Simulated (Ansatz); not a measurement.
NbN: energy less free atoms and pressure against volume scale

Results calculated with Ansatz 0.2.0, not measured. Periodic Kohn-Sham DFT of a crystal at fixed atoms, scaled to volume_scale times the given cell; pressure positive in compression, energy less spherical unpolarised free atoms, largest_vzz the field gradient of largest size among the nuclei.

The cell before it is scaled or strained (space group Fm-3m, No. 225):
```
NbN
1.0
      0.0000     2.1945     2.1945
      2.1945     0.0000     2.1945
      2.1945     2.1945     0.0000
Nb N
1 1
Direct
  0.50000 0.50000 0.50000
  0.00000 0.00000 0.00000
```

Settings of every row: method all-electron LAPW; functional PBEsol; relativity scalar; k mesh 14x14x14; filling fermi-dirac; smearing width 0.08 eV; basis error target 1 meV/atom; nucleus gaussian.

Atom start moment: 0 on all atoms.

```csv
row,volume scale,V (Å³/atom),energy less free atoms (eV/atom),pressure (GPa)
1,0.94,9.934,-10.892,21.092
2,0.96,10.146,-10.9141,12.57
3,0.98,10.357,-10.9256,4.928
4,0.99,10.463,-10.9276,1.404
5,1,10.568,?,?
6,1.01,10.674,-10.9251,-5.091
7,1.02,10.78,-10.9208,-8.081
8,1.04,10.991,-10.9064,-13.599
9,1.06,11.202,-10.8852,-18.545
```

Question: what energy less free atoms and pressure should row 5 give?

Worked fit of energy less free atoms. Take u = (V_r/V)^(2/3) − 1 with V_r = 10.569 Å³ an atom, which is twice the finite (Eulerian) strain; such expansions in the strain, on which the Birch-Murnaghan equation of state is built, carry the rest volume and the bulk modulus. The shown rows have u = 0.04217, 0.0276, 0.0136, 0.00674, -0.00657, -0.01309, -0.02576, -0.03804. Least squares give energy less free atoms = −10.92744 − 0.1869 × u + 24.333 × u² eV/atom; a straight line predicts inner rows, each left out in turn, worse (root mean square 0.012 against 8.7e-05 eV/atom). The rows lie off it by 0.0000, 0.0000, -0.0001, 0.0000, 0.0001, 0.0000, 0.0001, -0.0001. Its lowest point lies at u = 0.0038, or V = 10.51 Å³ an atom, and the curvature there gives the bulk modulus at fixed shape and fractions, B = (4/9)(1 + u)² E″(u)/V = 332 GPa. The withheld row has u = 6e-05, so the fit gives −10.92744 − 0.1869 × (6e-05) + 24.333 × (6e-05)² = -10.9275 eV/atom.

The calculation gave -10.9275 eV/atom. The fit meets it to the printed digit.

Worked fit of pressure. Take u = (V_r/V)^(2/3) − 1 with V_r = 10.569 Å³ an atom, which is twice the finite (Eulerian) strain; such expansions in the strain, on which the Birch-Murnaghan equation of state is built, carry the rest volume and the bulk modulus. The shown rows have u = 0.04217, 0.0276, 0.0136, 0.00674, -0.00657, -0.01309, -0.02576, -0.03804. Least squares give pressure = −1.9451 + 488.191 × u + 1372.19 × u² GPa; a straight line predicts inner rows, each left out in turn, worse (root mean square 0.7 against 0.016 GPa). The rows lie off it by 0.010, -0.004, -0.020, -0.004, 0.002, 0.019, 0.011, -0.015 (root mean square 0.012 GPa). The pressure vanishes at u = 0.0039, or V = 10.51 Å³ an atom, and there the bulk modulus at fixed shape and fractions is B = −V dP/dV = (2/3)(1 + u) dP/du = 334 GPa. The withheld row has u = 6e-05, so the fit gives −1.9451 + 488.191 × (6e-05) + 1372.19 × (6e-05)² = -1.916 GPa.

The calculation gave -1.932 GPa. The fit lies 0.016 GPa (0.04 % of the column's range) above it; its largest miss of a shown row is 0.020 GPa.
